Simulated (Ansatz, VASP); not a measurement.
One calculation of Cd, two programs

Contents of INCAR:

```
  ALGO = Normal
  EDIFF = 1E-7
  ENCUT = 520
  GGA = PE
  ISIF = 2
  ISMEAR = -1
  LASPH = True
  LCHARG = True
  LELF = True
  LREAL = False
  LVHAR = True
  LWAVE = False
  NBANDS = 19
  NELM = 100
  PREC = Accurate
  SIGMA = 0.05
```

KPOINTS

```
k-points
0
Gamma
  14 14 7
```

File POSCAR:

```
Cd
1.0
    2.9180621286      0.0000000000      0.0000000000
   -1.4590310642      2.5271159331      0.0000000000
    0.0000000000      0.0000000000      5.5029719036
Cd
2
Direct
    0.3333333333      0.6666666667      0.2500000000
    0.6666666667      0.3333333333      0.7500000000
```

Input for Ansatz:

```yaml
crystal:
  lattice:
    - [2.9180621286, 0.0, 0.0]
    - [-1.4590310642, 2.5271159331, 0.0]
    - [0.0, 0.0, 5.5029719036]
  atoms:
    - { symbol: Cd, position: [0.3333333333, 0.6666666667, 0.25] }
    - { symbol: Cd, position: [0.6666666667, 0.3333333333, 0.75] }
kpoints:
  mp_grid: { grid: [14, 14, 7] }
  band_path:
    path:
      - [0.0, 0.0, 0.0]
      - [0.5, 0.0, 0.0]
      - [0.3333333333, 0.3333333333, 0.0]
      - [0.0, 0.0, 0.0]
      - [0.0, 0.0, 0.5]
      - [0.5, 0.0, 0.5]
      - [0.3333333333, 0.3333333333, 0.5]
      - [0.0, 0.0, 0.5]
      - [0.5, 0.0, 0.5]
    npoints: 5
scf:
  occupations: { method: fermi_dirac, width: 0.05 }
hamiltonian:
  xc: pbe
  pseudopotentials: { kind: all_electron, lapw: { basis_error: 0.00025 } }
output:
  forces: true
  stress: true
  eigenvalues: true
```

Change from the starting cell: volume scaled by 0.94.

Alike in both runs: task single point; functional PBE; k mesh 14 × 14 × 7; occupations fermi-dirac, width 0.05 eV; no spin polarisation.

|  | VASP | Ansatz |
| --- | --- | --- |
| version | VASP 6.6.1 | Ansatz 0.2.0 |
| potentials or method | VASP PAW PBE potentials, release 64 (Cd) | all-electron LAPW, scalar-relativistic |
| plane-wave cutoff (eV) | 520 | see its input |

Ansatz gave:

```
pressure (GPa)                                  : 7.6
largest component of the traceless stress (GPa) : 2.25
```

Q: What did VASP give for the same quantities?

A: Pressure (GPa): 8.0; largest component of the traceless stress (GPa): 2.45.

Ansatz ran all-electron here, so the differences hold the error of VASP's frozen core and of both bases.
